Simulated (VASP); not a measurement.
Wanted: the native input for a VASP 6.6.1 run.

* Task: electrostatic potential
* Functional: PBE
* Dispersion: D3(BJ)
* Potentials or basis: VASP PAW PBE potentials, release 64 (Pt)
* Cutoff: 520 eV
* k mesh: 18 × 18 × 18
* Occupations: methfessel-paxton, width 0.1 eV
* Spin: no spin polarisation
* Further INCAR settings: ALGO = Fast; EDIFF = 1e-06

The structure of Pt lies in POSCAR:

```
Pt                                      
1.0
    0.0000000000      1.9629710782      1.9629710782
    1.9629710782      0.0000000000      1.9629710782
    1.9629710782      1.9629710782      0.0000000000
  Pt            
     1
Direct
     0.0000000000000000    0.0000000000000000    0.0000000000000000
```

The cell was built by a generator and needn't be a form met in nature.

The input as run:

INCAR

```
SYSTEM = Pt
PREC     = Accurate       ! precision mode
ENCUT    = 520            ! plane-wave cutoff, eV
EDIFF    = 1E-6           ! SCF threshold, eV
ISMEAR   = 1              ! smearing method
SIGMA    = 0.1            ! smearing width, eV
LREAL    = .False.        ! projectors in reciprocal space
LASPH    = .True.         ! aspherical terms in the spheres
NELM     = 60             ! most SCF steps
ALGO     = Fast           ! electronic algorithm
ISIF     = 2              ! what is computed and relaxed
LWAVE    = .False.        ! write WAVECAR
LCHARG   = .True.         ! write CHGCAR
GGA      = PE             ! functional
IVDW     = 12             ! dispersion correction
LVHAR    = .True.
```

KPOINTS

```
regular mesh
0
Gamma
  18 18 18
  0 0 0
```

Potentials or basis: VASP PAW PBE potentials, release 64 (Pt).

Launch:

```console
$ cat potpaw_PBE.64/Pt/POTCAR > POTCAR
$ mpirun -np 1 vasp_std > vasp.out
```

Results of the run:

The pressure is -0.1 GPa. The band gap on the k mesh is none (metal or under the smearing width) and the dispersion energy per atom is -0.777 eV.

Caveat: pairwise dispersion overbinds metals, which lowers pressure and volume.

It took 14 s on 1 thread of Intel(R) Xeon(R) Platinum 8488C (Sapphire Rapids) (shared host), peak memory 0.17 GiB.
